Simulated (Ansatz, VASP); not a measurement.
SrO: VASP beside Ansatz

The input INCAR:

```
PREC = Accurate ; ENCUT = 520
EDIFF = 1E-6 ; ISMEAR = -1
SIGMA = 0.05 ; LREAL = False
LASPH = True ; NELM = 80
ALGO = Normal ; ISIF = 2
LWAVE = False ; LCHARG = False
GGA = RP ; NBANDS = 15
```

The input KPOINTS:

```
regular mesh
0
Gamma
  9 9 9
```

File POSCAR:

```
SrO
1.0
    0.0000000000      2.5316160185      2.5316160185
    2.5316160185      0.0000000000      2.5316160185
    2.5316160185      2.5316160185      0.0000000000
Sr O
1 1
Direct
    0.5000000000      0.5000000000      0.5000000000
    0.0000000000      0.0000000000      0.0000000000
```

input.yaml

```yaml
crystal:
  lattice:
    - [0.0, 2.5316160185, 2.5316160185]
    - [2.5316160185, 0.0, 2.5316160185]
    - [2.5316160185, 2.5316160185, 0.0]
  atoms:
    - { symbol: Sr, position: [0.5, 0.5, 0.5] }
    - { symbol: O, position: [0.0, 0.0, 0.0] }
hamiltonian:
  xc: rpbe
  pseudopotentials: { kind: paw }
kpoints:
  mp_grid: { grid: [9, 9, 9] }
scf:
  occupations: { method: fermi_dirac, width: 0.05 }
output:
  forces: true
  stress: true
  eigenvalues: true
```

Alike in both runs: task single point; functional RPBE; k mesh 9 × 9 × 9; occupations fermi-dirac, width 0.05 eV; no spin polarisation.

|  | VASP | Ansatz |
| --- | --- | --- |
| version | VASP 6.6.1 | Ansatz 0.2.0 |
| potentials or method | VASP PAW PBE potentials, release 64 (Sr_sv, O) | Ansatz PAW |
| plane-wave cutoff (eV) | 520 | 420 |
| valence electrons in the cell | 16 | 16 |

VASP gave:

| Property | Result |
| --- | --- |
| gap on the k mesh at the Fermi level (eV) | 3.41 |
| least direct gap on the mesh (eV) | 3.47 |
| pressure (GPa) | 11.7 |

Which values does Ansatz return?

gap on the k mesh at the Fermi level (eV): 3.46; least direct gap on the mesh (eV): 3.52; pressure (GPa): 11.0.

Caveats: the PAW data sets were made with another functional, which shifts forces and pressure a little (VASP); an odd mesh through Γ misses points on the zone boundary, where band edges often lie (VASP); odd divisions of the mesh miss points on the zone boundary, where band edges often lie, so the gap on the mesh can be too wide (Ansatz); the pressure holds a Pulay correction of +0.3 GPa for the finite cutoff (Ansatz); the PAW data sets come from PBE, with cores solved anew for the run's functional, which leaves a small shift of forces and pressure (Ansatz). RPBE gaps usually lie below the measured ones, often by a third to a half.
